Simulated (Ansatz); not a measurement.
AlN: equation of state with PBE

AlN:

```
CELL_PARAMETERS angstrom
3.31212 0.00000 0.00000
-1.65606 2.86838 0.00000
0.00000 0.00000 4.18756
ATOMIC_POSITIONS crystal
Al 0.66667 0.33333 0.25000
Al 0.33333 0.66667 0.75000
N 0.66667 0.33333 0.75000
N 0.33333 0.66667 0.25000
```

Measurements of this composition are mostly on another form, of space group No. 186.

| Quantity | Value |
| --- | --- |
| Program | Ansatz 0.2.0 |
| Task | equation of state |
| Functional | PBE |
| Potentials or basis | Ansatz PAW |
| Cutoff | 420 eV |
| Density cutoff | 1680 eV |
| k mesh | 9 × 9 × 7 |
| Occupations | fermi-dirac, width 0.05 eV |
| Spin | no spin polarisation |

```json
{
  "Equilibrium volume": "9.96 Å³/atom",
  "Bulk modulus at fixed shape and positions": "207 GPa",
  "Pressure derivative of the bulk modulus": "3.9"
}
```

Energy against volume, from the lowest point:
```tsv
volume (Å³/atom)	energy (meV/atom)
9.349	26.70
9.548	11.72
9.747	2.99
9.946	0.00
10.145	2.15
10.344	9.00
10.543	20.10
```

All runs of the series together: 11 s on 2 threads of Intel(R) Xeon(R) Processor @ 2.70GHz (shared host).

Caveat: the cell was scaled at fixed shape and fractional positions, which overstates the stiffness of a crystal with free parameters, most of all of layers and chains.
